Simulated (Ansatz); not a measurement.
**Na under changes of volume**

One of the cells (39.256 Å³/atom); the others are scaled copies at fixed shape and fractional positions:

```
CELL_PARAMETERS angstrom
-2.14100 2.14100 2.14100
2.14100 -2.14100 2.14100
2.14100 2.14100 -2.14100
ATOMIC_POSITIONS crystal
Na 0.00000 0.00000 0.00000
```

- Program: Ansatz 0.2.0
- Functional: PBEsol
- Potentials or basis: all-electron LAPW, scalar-relativistic
- Cutoff: 84 eV (chosen from the basis error)
- Basis error allowed: 0.0005 eV/atom
- k mesh: 9 × 9 × 9
- Occupations: fermi-dirac, width 0.05 eV
- Spin: no spin polarisation

```csv
volume (Å³/atom),energy over the lowest point (meV/atom),pressure (GPa)
36.901,0.00,-0.1
37.686,?,?
38.471,2.86,-0.4
39.256,5.26,-0.5
40.041,8.23,-0.7
40.827,11.72,-0.8
41.612,15.68,-0.8
```

Task: What does the run at 37.686 Å³/atom give?

Result: Energy over the lowest point 1.08 meV/atom; pressure -0.3 GPa.

Worked out: A Birch-Murnaghan fit of order 3 (a polynomial in V^(-2/3)) to the other rows has its minimum at 36.18 Å³/atom, just outside them, with B0 = V·E''(V) = 7.8 GPa and B' = 3.4. It gives 1.09 meV/atom at 37.686 Å³/atom, against the run's 1.08, and -dE/dV = -0.3 GPa, against -0.3.

Energies are extrapolated to zero smearing.
